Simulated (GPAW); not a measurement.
Wanted: an ASE script for a GPAW 26.7.0 run.

| Item | Value |
| --- | --- |
| Task | relaxation of cell and atoms |
| Functional | AM05 |
| Potentials or basis | PAW data sets generated in the run's folder for this functional |
| Cutoff | 800 eV |
| Basis | pw |
| k mesh | 7 × 7 × 2 |
| Occupations | fermi-dirac, width 0.05 eV |
| Spin | no spin polarisation |
| Maxiter | 150 |
| Optimizer | BFGS |
| Fmax | 0.05 eV/Å |
| Max steps | 40 |
| Convergence | density=1e-06 energy=1e-06 eigenstates=1e-10 |

C:

```
CELL_PARAMETERS angstrom
2.52210 0.00000 0.00000
-1.26105 2.18420 0.00000
0.00000 0.00000 8.23710
ATOMIC_POSITIONS crystal
C 0.66667 0.33333 0.84375
C 0.33333 0.66667 0.34375
C 0.66667 0.33333 0.65625
C 0.33333 0.66667 0.15625
C 0.00000 0.00000 0.90625
C 0.00000 0.00000 0.40625
C 0.00000 0.00000 0.59375
C 0.00000 0.00000 0.09375
```

This is a hexagonal form of diamond, not graphite.

These files were run (other wordings do the same):

run.py

```python
from ase import Atoms
from ase.filters import FrechetCellFilter
from ase.io import write
from ase.optimize import BFGS
from gpaw import GPAW, PW, setup_paths

setup_paths.insert(0, '.')

atoms = Atoms(['C', 'C', 'C', 'C', 'C', 'C', 'C', 'C'],
              cell=[[2.5221, 0.0, 0.0],
                    [-1.26105, 2.1842026709, 0.0],
                    [0.0, 0.0, 8.2371]],
              scaled_positions=[[0.6666666667, 0.3333333333, 0.84375],
                                [0.3333333333, 0.6666666667, 0.34375],
                                [0.6666666667, 0.3333333333, 0.65625],
                                [0.3333333333, 0.6666666667, 0.15625],
                                [0.0, 0.0, 0.90625],
                                [0.0, 0.0, 0.40625],
                                [0.0, 0.0, 0.59375],
                                [0.0, 0.0, 0.09375]],
              pbc=True)

calc = GPAW(mode=PW(800),
            xc='AM05',
            kpts={'size': (7, 7, 2), 'gamma': True},
            occupations={'name': 'fermi-dirac', 'width': 0.05},
            nbands=32,
            convergence={'density': 1e-06, 'energy': 1e-06, 'eigenstates': 1e-10},
            maxiter=150,
            txt='gpaw.txt')
atoms.calc = calc
opt = BFGS(FrechetCellFilter(atoms), trajectory='relax.traj', logfile='-')
done = opt.run(fmax=0.05, steps=40)
calc.write('gs.gpw')
write('result.traj', atoms)
print('Converged:', done)
print('Cell:', atoms.cell.cellpar().round(4))
print('Volume:', round(atoms.get_volume(), 4))
print(atoms.get_scaled_positions().round(5))
```

Potentials or basis: PAW data sets generated in the run's folder for this functional, pw.

Run with:

```bash
$ gpaw-setup -f AM05 C
$ OMP_NUM_THREADS=1 python run.py
```

Results of the run:

The relaxed volume is 5.59 Å³/atom, the relaxed cell is a = 2.502 Å, b = 2.502 Å, c = 8.250 Å, α = 90.00°, β = 90.00°, γ = 120.00° and the space group after relaxing (to 0.05 Å) is P6_3/mmc (No. 194). The energy gained by relaxing is 3.5 meV/atom. The ionic steps are 7, the pressure after relaxing is 0.2 GPa and the largest force after relaxing is 0.010 eV/Å. The band gap on the k mesh is 4.46 eV, indirect (least direct gap 5.26 eV).

Caveat: the k mesh is coarse; later steps reuse the first step's grids; an odd mesh through Γ misses points on the zone boundary, where band edges often lie.

Wall time 3 min on 1 thread of Arm Neoverse V1, on a shared host, peak memory 0.26 GiB.
